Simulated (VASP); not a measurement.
Wanted: the native input for a VASP 6.6.1 run.

```
Task                   : relaxation of cell and atoms
Functional             : PBEsol
Potentials or basis    : VASP PAW PBE potentials, release 64 (Sc_sv, Al)
Cutoff                 : 580 eV
k mesh                 : 10 × 10 × 10
Occupations            : gaussian, width 0.1 eV
Spin                   : no spin polarisation
Further INCAR settings : ALGO = Fast; EDIFF = 1e-07; IBRION = 2; EDIFFG = -0.005; NSW = 90; ISIF = 3
```

The structure of ScAl3 lies in POSCAR:

```
ScAl3
1.0
    4.0878065700      0.0000000000      0.0000000000
    0.0000000000      4.0878065700      0.0000000000
    0.0000000000      0.0000000000      4.0878065700
Sc Al
1 3
Direct
    0.0000000000      0.0000000000      0.0000000000
    0.5000000000      0.0000000000      0.5000000000
    0.0000000000      0.5000000000      0.5000000000
    0.5000000000      0.5000000000      0.0000000000
```

The cell is a database's computed one.

The input as run:

INCAR

```
SYSTEM = ScAl3
ALGO = Fast ; EDIFF = 1E-7
EDIFFG = -0.005 ; ENCUT = 580
GGA = PS ; IBRION = 2
ISIF = 3 ; ISMEAR = 0
LASPH = .TRUE. ; LCHARG = .FALSE.
LREAL = .FALSE. ; LWAVE = .FALSE.
NELM = 100 ; NSW = 90
PREC = Accurate ; SIGMA = 0.1
```

KPOINTS

```
k-points
0
G
  10 10 10
  0 0 0
```

Potentials or basis: VASP PAW PBE potentials, release 64 (Sc_sv, Al).

Command:

```console
$ cat potpaw_PBE.64/Sc_sv/POTCAR potpaw_PBE.64/Al/POTCAR > POTCAR
$ mpirun -np 1 vasp_std > vasp.out
```

Results of the run:

- Relaxed volume: 16.89 Å³/atom
- Relaxed cell: a = 4.073 Å, b = 4.073 Å, c = 4.073 Å, α = 90.00°, β = 90.00°, γ = 90.00°
- Space group after relaxing (to 0.05 Å): Pm-3m (No. 221)
- Energy gained by relaxing: 0.6 meV/atom
- Ionic steps: 3
- Pressure after relaxing: 0.0 GPa
- Band gap on the k mesh: none (metal or under the smearing width)

Caveat: the PAW data sets were made with another functional, which shifts forces and pressure a little.

Run time: 56 s on 1 thread of Intel(R) Xeon(R) 6975P-C (Granite Rapids), on a shared host, peak memory 0.22 GiB.
